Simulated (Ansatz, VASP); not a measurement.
One calculation of AlN, two programs

File INCAR:

```
PREC = Accurate ; ENCUT = 520
EDIFF = 1E-6 ; ISMEAR = 0
SIGMA = 0.05 ; LREAL = False
LASPH = True ; NELM = 100
ALGO = Normal ; ISIF = 2
LWAVE = False ; LCHARG = True
GGA = PE ; LELF = True
LVHAR = True ; NBANDS = 16
```

The input KPOINTS:

```
Automatic mesh
0
Gamma
  9 9 6
```

Contents of POSCAR:

```
AlN
1.0
    3.4718521236      0.0000000000      0.0000000000
   -1.7359260618      3.0067121372      0.0000000000
    0.0000000000      0.0000000000      4.2721140381
Al N
2 2
Direct
    0.3333333333      0.6666666667      0.7500000000
    0.6666666667      0.3333333333      0.2500000000
    0.3333333333      0.6666666667      0.2500000000
    0.6666666667      0.3333333333      0.7500000000
```

Input for Ansatz:

```yaml
crystal:
  lattice:
    - [3.4718521236, 0.0, 0.0]
    - [-1.7359260618, 3.0067121372, 0.0]
    - [0.0, 0.0, 4.2721140381]
  atoms:
    - { symbol: Al, position: [0.3333333333, 0.6666666667, 0.75] }
    - { symbol: Al, position: [0.6666666667, 0.3333333333, 0.25] }
    - { symbol: "N", position: [0.3333333333, 0.6666666667, 0.25] }
    - { symbol: "N", position: [0.6666666667, 0.3333333333, 0.75] }
basis:
  ecutwfc: 520.0
kpoints:
  mp_grid: { grid: [9, 9, 6] }
hamiltonian:
  xc: pbe
  pseudopotentials: { kind: paw, azcp: { folder: soft_1 } }
scf:
  occupations: { method: gaussian, width: 0.05 }
output:
  forces: true
  stress: true
  eigenvalues: true
```

Alike in both runs: task single point; functional PBE; k mesh 9 × 9 × 6; occupations gaussian, width 0.05 eV; no spin polarisation.

```csv
,VASP,Ansatz
version,VASP 6.6.1,Ansatz 0.2.0
potentials or method,"VASP PAW PBE potentials, release 64 (Al, N)","scalar-relativistic, plane waves, PAW"
plane-wave cutoff (eV),520,520
valence electrons in the cell,16,16
```

VASP gave:

- gap on the k mesh at the Fermi level (eV): 2.51
- least direct gap on the mesh (eV): 2.51
- pressure (GPa): -19.2
- largest component of the traceless stress (GPa): 3.80

Problem. Estimate Ansatz's values.

Solution. gap on the k mesh at the Fermi level (eV): 2.51; least direct gap on the mesh (eV): 2.51; pressure (GPa): -19.1; largest component of the traceless stress (GPa): 3.72.

Caveats: so large a pressure means that the cell lies far from this level's equilibrium, or that cutoff or potentials fall short (VASP).
